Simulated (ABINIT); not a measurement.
A calculation with ABINIT 10.8.3 (patched build) of Mo (ASE script, Cartesian positions):

File run.py:

```python
import json, os
import numpy as np
from ase.units import GPa
from ase.calculators.abinit import Abinit, AbinitProfile
from ase.io import read

atoms = read('Mo.xyz')

profile = AbinitProfile(command='abinit', pp_paths=[os.path.abspath('pseudos')])
params = dict(
    pps='pawxml', xc='PBE',
    chksymtnons=0,
    tolsym=1e-06,
    ecut=408.1708,
    pawecutdg=816.3416,
    pawxcdev=0,
    kptopt=1,
    ngkpt=[11, 11, 10],
    nshiftk=1,
    shiftk=[0.0, 0.0, 0.0],
    ixc=11,
    nband=11,
    occopt=3,
    tsmear=0.05,
    nstep=100,
    tolvrs=1e-09,
    prtwf=0,
    prtden=0,
)

atoms.calc = Abinit(profile=profile, directory='run', **params)
energy = atoms.get_potential_energy()
forces = atoms.get_forces()
stress = atoms.get_stress()
print(f'energy {energy:.6f} eV')
print('forces (eV/A)')
print(np.round(forces, 5))
print('stress (GPa, Voigt, tension positive)', np.round(stress / GPa, 4))
json.dump(dict(energy=energy, forces=forces.tolist(), stress=stress.tolist(), cell=atoms.cell.tolist(), frac=atoms.get_scaled_positions(wrap=False).tolist()), open('results.json', 'w'))
```

File Mo.xyz:

```xyz
1
Lattice="2.8244807000 -0.0180516400 -0.0483609000 -1.4278735300 2.3175461800 0.0145522700 -0.0451728600 -0.0103847700 2.5373308300" Properties=species:S:1:pos:R:3 pbc="T T T"
Mo    -0.0225864300     -0.0051923850      1.2686654150
```

Potentials or basis: JTH PAW PBE v2.0.

Launch:

```sh
$ python run.py
```

This isn't the form of Mo at room conditions, which is bcc.

Q: Write the same calculation in another form: native input, structure from a POSCAR.

A: As run:

The input run.abi:

```
# Pseudopotentials
pp_dirpath "./"
pseudos "Mo.GGA_PBE-JTH.xml"

# Structure
structure "poscar:POSCAR"
natom 1
chkprim 0
chksymtnons 0
tolsym 1.0e-6

# Plane-wave basis
ecut 408.170794 eV
pawecutdg 30.0
pawxcdev 0

# k points
kptopt 1
ngkpt 11 11 10
nshiftk 1
shiftk 0.0 0.0 0.0

# Exchange and correlation
ixc 11

# Bands and occupations
nband 11
occopt 3
tsmear 0.05 eV

# SCF cycle
nstep 100
tolvrs 1.0e-9

# Output
iomode 3
prtwf 0
prtden 0
prteig 0
prtebands 0
enunit 2
```

File POSCAR:

```
Mo
1.0
    2.8244807000     -0.0180516400     -0.0483609000
   -1.4278735300      2.3175461800      0.0145522700
   -0.0451728600     -0.0103847700      2.5373308300
Mo
1
Direct
    0.0000000000      0.0000000000      0.5000000000  Mo
```

Potentials or basis: JTH PAW PBE v2.0.

The run is started by

```sh
$ abinit run.abi > log 2>&1
```

Both were run:

|  | ASE script, Cartesian positions | native input, structure from a POSCAR |
| --- | --- | --- |
| Pressure | 3.5 GPa | 3.5 GPa |
| Band gap on the k mesh | none (metal or under the smearing width) | none (metal or under the smearing width) |
| Valence electrons inside the program's atomic spheres | Mo 11.37 (radii [1.1681] Å) | Mo 11.37 (radii [1.1681] Å) |

Keys that steer only the numerical path or the files written may differ.
